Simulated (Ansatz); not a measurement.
HfO₂ — coordination and O-17 quadrupole coupling

Cell: an entry of the Crystallography Open Database (COD), ions relaxed with PBE at fixed cell.

```cif
data_HfO2
_symmetry_space_group_name_H-M 'P2_1/c'
_symmetry_Int_Tables_number 14
_cell_length_a 5.1180
_cell_length_b 5.1857
_cell_length_c 5.2841
_cell_angle_alpha 90.000
_cell_angle_beta 99.352
_cell_angle_gamma 90.000
loop_
_atom_site_label
_atom_site_type_symbol
_atom_site_symmetry_multiplicity
_atom_site_Wyckoff_symbol
_atom_site_fract_x
_atom_site_fract_y
_atom_site_fract_z
Hf Hf 4 e 0.2767 0.0419 0.2081
O5 O 4 e 0.4466 0.7584 0.4803
O9 O 4 e 0.0726 0.3392 0.3389
```

One atom of each set is listed.

The numbers come from a DFT calculation in Ansatz (PBE, plane waves and PAW, with spin–orbit coupling, 420 eV cutoff, Γ-centred 5×5×5 k-points, Fermi–Dirac smearing 0.02 eV).

Q(O-17) = -25.58 mb.

(1) Rank these O sites by |C_Q|, smallest first.
A. O9: 3 Hf at 2.04–2.15 Å
B. O5: 4 Hf at 2.14–2.24 Å

Results:

(1) B (0.660 MHz, η = 1.00), A (0.833 MHz, η = 0.87).

Like point charges on the first shell alone (each adding as 1/d³) would give the same order.

At this cell the principal stresses reach 5 GPa in size with PBE, which can matter for small gradients.
